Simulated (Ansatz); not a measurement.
**Ge (bcc): energy against volume**

Method: DFT, PBE, plane waves (420 eV) with PAW, scalar-relativistic (Ansatz 0.2.0).

The cell is scaled uniformly from the relaxed one, with fractional coordinates and shape fixed. Energies are extrapolated to zero smearing, pressures are those at the given smearing. Magnetic state: spin not included.

A Birch-Murnaghan fit gives V₀ = 19.15 Å³/atom, B₀ = 63 GPa, B₀′ = 4.8.

(1) What are the energy above the minimum and the pressure at 18.561 Å³/atom?

(2) What are the energy above the minimum and the pressure at 20.108 Å³/atom?

(3) What are the energy above the minimum and the pressure at 20.881 Å³/atom?

## Answers

(1) 3.9 meV/atom and 2.28 GPa as computed.

(2) 8.4 meV/atom and -2.60 GPa as computed.

(3) 25.6 meV/atom and -4.35 GPa as computed.
